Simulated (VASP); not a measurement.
# MoP (P-6m2) in VASP: further runs

Runs on MoP. Level: PBEsol. Tasks: relaxation of cell and atoms, relaxation of shape and atoms at fixed volume.

Everything below comes from runs of VASP 6.6.1. Logs are shortened: lines on timing, memory, paths and dates and some standing lists are left out, and cuts for length are marked.

### Step 1. The crystal as given

The structure is hexagonal, space group P-6m2 (No. 187). Conventional cell: a = 3.209 Å, b = 3.209 Å, c = 3.172 Å, α = 90.00°, β = 90.00°, γ = 120.00°. Mo (site symmetry -6m2) is surrounded by 6 P at 2.44 Å. P (site symmetry -6m2) has 6 Mo at 2.44 Å as nearest neighbours.

### Step 2. Relaxation of cell and atoms, PBEsol

INCAR

```
  PREC = Accurate
  ENCUT = 600
  EDIFF = 1E-7
  ISMEAR = 1
  SIGMA = 0.1
  LREAL = False
  LASPH = True
  NELM = 80
  ALGO = Normal
  ISIF = 3
  LWAVE = False
  LCHARG = False
  GGA = PS
  IBRION = 2
  NSW = 90
  EDIFFG = -0.005
```

KPOINTS

```
Automatic mesh
0
Gamma
  15 15 11
```

POSCAR

```
MoP                                     
1.0
    3.2094421617     -0.0000000000      0.0000000000
   -1.6047210808      2.7794584440      0.0000000000
    0.0000000000      0.0000000000      3.1724568005
  Mo              P             
     1     1
Direct
     0.0000000000000000    0.0000000000000000    0.0000000000000000
     0.3333333332999970    0.6666666667000030    0.5000000000000000
```

Potentials or basis: VASP PAW PBE potentials, release 64 (Mo_sv, P).

On the command line:

```bash
$ cat potpaw_PBE.64/Mo_sv/POTCAR potpaw_PBE.64/P/POTCAR > POTCAR
$ mpirun -np 1 vasp_std > vasp.out
```

OUTCAR:

```text
PREC = Accurate
   ENCUT = 600
   EDIFF = 1E-7
   ISMEAR = 1
   LREAL = False
   LASPH = True
   NELM = 80
   ISIF = 3
   GGA = PS
   IBRION = 2
   NSW = 90
   EDIFFG = -0.005

 ion  position               nearest neighbor table
   1  0.000  0.000  0.000-   2 2.44   2 2.44   2 2.44   2 2.44   2 2.44   2 2.44
   2  0.333  0.667  0.500-   1 2.44   1 2.44   1 2.44   1 2.44   1 2.44   1 2.44

  LATTYP: Found a hexagonal cell.
 ALAT       =     3.2094421617
 C/A-ratio  =     0.9884760780

  Lattice vectors:

 A1 = (   3.2094421617,   0.0000000000,   0.0000000000)
 A2 = (  -1.6047210808,   2.7794584440,   0.0000000000)
 A3 = (   0.0000000000,   0.0000000000,   3.1724568005)

Analysis of symmetry for initial positions (statically):
=====================================================================
 Subroutine PRICEL returns:
 Original cell was already a primitive cell.

 Routine SETGRP: Setting up the symmetry group for a
 hexagonal supercell.

 Subroutine GETGRP returns: Found 12 space group operations
 (whereof 12 operations were pure point group operations)
 out of a pool of 24 trial point group operations.

The static configuration has the point symmetry D_3h.

Analysis of symmetry for dynamics (positions and initial velocities):
=====================================================================
 Subroutine PRICEL returns:
 Original cell was already a primitive cell.

 Routine SETGRP: Setting up the symmetry group for a
 hexagonal supercell.

 Subroutine GETGRP returns: Found 12 space group operations
 (whereof 12 operations were pure point group operations)
 out of a pool of 24 trial point group operations.

The dynamic configuration has the point symmetry D_3h.

 Subroutine INISYM returns: Found 12 space group operations
 (whereof 12 operations are pure point group operations),
 and found     1 'primitive' translations

----------------------------------------------------------------------------------------

                                     Primitive cell

  volume of cell :      28.2999

  direct lattice vectors                    reciprocal lattice vectors
     3.209442162  0.000000000  0.000000000     0.311580627  0.179891159  0.000000000
    -1.604721081  2.779458444  0.000000000     0.000000000  0.359782317  0.000000000
     0.000000000  0.000000000  3.172456801     0.000000000  0.000000000  0.315213118

  length of vectors
     3.209442162  3.209442162  3.172456801     0.359782317  0.359782317  0.315213118

  position of ions in fractional coordinates (direct lattice)
     0.000000000  0.000000000  0.000000000
     0.333333333  0.666666667  0.500000000

  ion indices of the primitive-cell ions
   primitive index   ion index
                 1           1
                 2           2

----------------------------------------------------------------------------------------

 KPOINTS: Automatic mesh

Automatic generation of k-mesh.
 Grid dimensions read from file:
 generate k-points for:   15   15   11

 Generating k-lattice:

  Cartesian coordinates                     Fractional coordinates (reciprocal lattice)
     0.020772042  0.011992744  0.000000000     0.066666667  0.000000000  0.000000000
     0.000000000  0.023985488  0.000000000     0.000000000  0.066666667  0.000000000
     0.000000000  0.000000000  0.028655738     0.000000000  0.000000000  0.090909091

  Length of vectors
     0.023985488  0.023985488  0.028655738

  Shift w.r.t. Gamma in fractional coordinates (k-lattice)
     0.000000000  0.000000000  0.000000000

 Subroutine IBZKPT returns following result:
 ===========================================

 Found    162 irreducible k-points:

 Following reciprocal coordinates:
            Coordinates               Weight
  0.000000  0.000000  0.000000      1.000000
  0.066667  0.000000  0.000000      6.000000
  0.133333 -0.000000  0.000000      6.000000
  0.200000  0.000000  0.000000      6.000000
  0.266667 -0.000000  0.000000      6.000000
  0.333333  0.000000  0.000000      6.000000
[... 16 lines left out ...]
  0.333333  0.200000  0.000000     12.000000
  0.400000  0.200000  0.000000      6.000000
 [... further k-points ...]
   k-points           NKPTS =    162   k-points in BZ     NKDIM =    162   number of bands    NBANDS=     13
   number of dos      NEDOS =    301   number of ions     NIONS =      2
   total plane-waves  NPLWV =  21952
   dimension x,y,z NGX =    28 NGY =   28 NGZ =   28
   dimension x,y,z NGXF=    56 NGYF=   56 NGZF=   56
   ions per type =               1   1
   NGX,Y,Z   is equivalent  to a cutoff of  14.50, 14.50, 14.67 a.u.
   NGXF,Y,Z  is equivalent  to a cutoff of  29.01, 29.01, 29.35 a.u.
 SYSTEM =  unknown system
   PREC   = accura    normal or accurate (medium, high low for compatibility)
   ISTART =      0    job   : 0-new  1-cont  2-samecut
   ICHARG =      2    charge: 1-file 2-atom 10-const
   ISPIN  =      1    spin polarized calculation?
   LNONCOLLINEAR =      F non collinear calculations
   LSORBIT =      F    spin-orbit coupling
   LASPH  =      T    aspherical Exc in radial PAW
   ENCUT  =  600.0 eV  44.10 Ry    6.64 a.u.   6.41  6.41  6.34*2*pi/ulx,y,z
   NELM   =     80;   NELMIN=  2; NELMDL= -5     # of ELM steps
   EDIFF  = 0.1E-06   stopping-criterion for ELM
   LREAL  =      F    real-space projection
   EDIFFG = -.5E-02   stopping-criterion for IOM
   NSW    =     90    number of steps for IOM
   IBRION =      2    ionic relax: 0-MD 1-quasi-New 2-CG
   NFREE  =      1    steps in history (QN), initial steepest desc. (CG)
   ISIF   =      3    stress and relaxation
   ISYM   =      2    0-nonsym 1-usesym 2-fastsym
   POTIM  = 0.5000    time-step for ionic-motion
   TEBEG  =    0.0;   TEEND  =   0.0 temperature during run
   PSTRESS=    0.0 pullay stress
   NELECT =      19.0000    total number of electrons
   NUPDOWN=      -1.0000    fix difference up-down
   EMIN   =  10.00;   EMAX   =-10.00  energy-range for DOS
   EFERMI =   0.00;   METHOD = LEGACY
   ISMEAR =     1;   SIGMA  =   0.10  broadening in eV -4-tet -1-fermi 0-gaus
   EFERMI_NEDOS =   21; number of points for ismear=-14 and -15
   IALGO  =     38    algorithm
   IMIX   =      4    mixing-type and parameters
     AMIX     =   0.40;   BMIX     =  1.00
     AMIX_MAG =   1.60;   BMIX_MAG =  1.00
  volume/ion in A,a.u.               =      14.15        95.49
  Fermi-wavevector in a.u.,A,eV,Ry     =   1.433500  2.708921 27.958895  2.054921
  Thomas-Fermi vector in A             =   2.553011
   LORBIT       =      0    0 simple, 1 ext, 2 COOP (PROOUT), +10 PAW based schemes
   GGA     = PS    functional components
   LHFCALC =     F    Hartree Fock is set to
   AEXX    =    0.0000 exact exchange contribution
   IVDW    =     0    specifies the selected vdW correction
   LEPSILON=     F    determine dielectric tensor
   LRPA    =     F    only Hartree local field effects (RPA)
 conjugate gradient relaxation of ions
 non-spin polarized calculation
 Methfessel and Paxton  Order N= 1 SIGMA  =   0.10
  energy-cutoff  :      600.00
  volume of cell :       28.30
 maximum number of plane-waves:       960
 NGX is ok and might be reduce to    28
   NGX = 13   NGY = 13   NGZ = 13

--------------------------------------- Ionic step        1  -------------------------------------------

 number of electron      18.9999999 magnetization

 Free energy of the ion-electron system (eV)
  ---------------------------------------------------
  ext. energy  EPLUGINS =         0.00000000
  ---------------------------------------------------
  free energy    TOTEN  =       -19.04978771 eV

  energy without entropy =      -19.04928006  energy(sigma->0) =      -19.04961849

------------------------ aborting loop because EDIFF is reached ----------------------------------------

  FORCE on cell =-STRESS in cart. coord.  units (eV):
  Direction    XX          YY          ZZ          XY          YZ          ZX
  --------------------------------------------------------------------------------------
  -------------------------------------------------------------------------------------
  Total       -0.0167832     -0.0167832      0.0078490     -0.0000000      0.0000000      0.0000000
  in kB       -0.9501678     -0.9501678      0.4443624     -0.0000000      0.0000000      0.0000000
  external PRESSURE =      -0.4853244 kB  Pullay stress =       0.0000000 kB
[... 129 lines left out ...]
  energy  without entropy=      -19.0492733207  energy(sigma->0) =      -19.04961920

--------------------------------------- Ionic step        5  -------------------------------------------

 number of electron      18.9999999 magnetization

 Free energy of the ion-electron system (eV)
  ---------------------------------------------------
  ext. energy  EPLUGINS =         0.00000000
  ---------------------------------------------------
  free energy    TOTEN  =       -19.04979335 eV

  energy without entropy =      -19.04927760  energy(sigma->0) =      -19.04962143

 E-fermi :  12.0766     XC(G=0): -12.7842

 val. band max:       12.0742933761   @ k =   0.2000   0.0000   0.0000
 cond. band min:      12.0777550275   @ k =   0.4000   0.0000   0.0909
 fundamental gap:      0.0034616514
 Fermi energy:        12.0765680663

 k-point     1 :       0.0000    0.0000    0.0000
  band No.  band energies     occupation
      1     -49.0354      2.00000
      2     -23.2232      2.00000
      3     -23.0078      2.00000
      4     -23.0078      2.00000
      5      -1.9785      2.00000
      6       7.7368      2.00000
      7       8.6811      2.00000
      8       8.6811      2.00000
      9      11.3763      2.00000
     10      12.3410     -0.00119
     11      12.3410     -0.00119
     12      16.2633      0.00000
     13      16.2633      0.00000
[... 353 lines left out ...]
 k-point    24 :       0.4000    0.2000    0.0000
  band No.  band energies     occupation
      1     -48.9973      2.00000
      2     -23.3308      2.00000
      3     -23.1707      2.00000
      4     -23.1699      2.00000
      5       0.9926      2.00000
      6       5.0595      2.00000
      7       7.3650      2.00000
      8       8.1916      2.00000
      9      10.8341      2.00000
     10      11.2515      2.00000
     11      12.9359     -0.00000
     12      13.7368     -0.00000
     13      18.2424      0.00000

 [... further k-points ...]
[... 5 lines left out ...]
  --------------------------------------------------------------------------------------
  -------------------------------------------------------------------------------------
  Total       -0.0005970     -0.0005970     -0.0007896     -0.0000000      0.0000000      0.0000000
  in kB       -0.0338104     -0.0338104     -0.0447153     -0.0000000      0.0000000      0.0000000
  external PRESSURE =      -0.0374454 kB  Pullay stress =       0.0000000 kB
[... 17 lines left out ...]
  FREE ENERGIE OF THE ION-ELECTRON SYSTEM (eV)
  ---------------------------------------------------
  free  energy   TOTEN  =       -19.0497933471 eV

  energy  without entropy=      -19.0492776008  energy(sigma->0) =      -19.04962143

 reached required accuracy - stopping structural energy minimisation
```

Wall time 2.2 min (1 thread of Intel Xeon Platinum 8488C (Sapphire Rapids), shared host); peak memory 0.22 GiB.

What came out:

- Free energy: -19.0498 eV
- Relaxed volume: 14.15 Å³/atom
- Relaxed cell: a = 3.209 Å, b = 3.209 Å, c = 3.173 Å, α = 90.00°, β = 90.00°, γ = 120.00°
- Space group after relaxing (to 0.05 Å): P-6m2 (No. 187)
- Energy gained by relaxing: 0.0 meV/atom
- Ionic steps: 5
- Pressure after relaxing: 0.0 GPa
- Band gap on the k mesh: none (metal or under the smearing width)

Final structure:
```
Mo P
1.0
     3.20855    0.00000    0.00000
    -1.60428    2.77869    0.00000
     0.00000    0.00000    3.17329
Mo P
1 1
Direct
  0.00000 0.00000 0.00000
  0.33333 0.66667 0.50000
```

Caveat: the PAW data sets were made with another functional, which shifts forces and pressure a little.

### Step 3. Relaxation of shape and atoms at fixed volume, PBEsol (a relaxed cell with its volume scaled by 0.94)

INCAR

```
  PREC = Accurate
  ENCUT = 600
  EDIFF = 1E-7
  ISMEAR = 1
  SIGMA = 0.1
  LREAL = False
  LASPH = True
  NELM = 80
  ALGO = Fast
  ISIF = 4
  LWAVE = False
  LCHARG = False
  GGA = PS
  IBRION = 2
  NSW = 40
  EDIFFG = -0.01
```

KPOINTS is that of step 2.

POSCAR

```
MoP                                     
1.0
    3.1430545593     -0.0000000000      0.0000000000
   -1.5715272796      2.7219650938     -0.0000000000
   -0.0000000000      0.0000000000      3.1085063622
  Mo              P             
     1     1
Direct
     0.0000000000000000    0.0000000000000000    0.0000000000000000
     0.3333333332999970    0.6666666667000030    0.5000000000000000
```

Potentials or basis: VASP PAW PBE potentials, release 64 (Mo_sv, P).

On the command line:

```bash
$ cat potpaw_PBE.64/Mo_sv/POTCAR potpaw_PBE.64/P/POTCAR > POTCAR
$ mpirun -np 1 vasp_std > vasp.out
```

It took 1.8 min on 1 thread of Intel Xeon Platinum 8488C (Sapphire Rapids), shared host; peak memory 0.22 GiB.

The run converged. Its results:

```yaml
Free_energy: -18.9659 eV
Energy_gained_by_relaxing: 1.6 meV/atom
Ionic_steps: 3
Pressure_after_relaxing: 16.5 GPa
Band_gap_on_the_k_mesh: none (metal or under the smearing width)
```

Step by step:
```
step  energy change (eV)  largest force (eV/Å)  pressure (GPa)
   1              0.0000                0.0000           17.14
   2             -0.0029                0.0000           16.32
   3             -0.0032                0.0000           16.47
```

Final structure:
```
Mo P
1.0
     3.12892    0.00000    0.00000
    -1.56446    2.70972    0.00000
     0.00000    0.00000    3.13666
Mo P
1 1
Direct
  0.00000 0.00000 0.00000
  0.33333 0.66667 0.50000
```

Levels at points of the mesh, in eV from the Fermi level:
| k point | band 6 | band 7 | band 8 | band 9 | band 10 | band 11 | band 12 | band 13 |
| --- | --- | --- | --- | --- | --- | --- | --- | --- |
| (0.00, 0.00, 0.00) | -4.77 | -3.56 | -3.56 | -0.82 | 0.26 | 0.26 | 4.46 | 4.46 |

Caveat: the PAW data sets were made with another functional, which shifts forces and pressure a little.

[end of part 1 of 2]
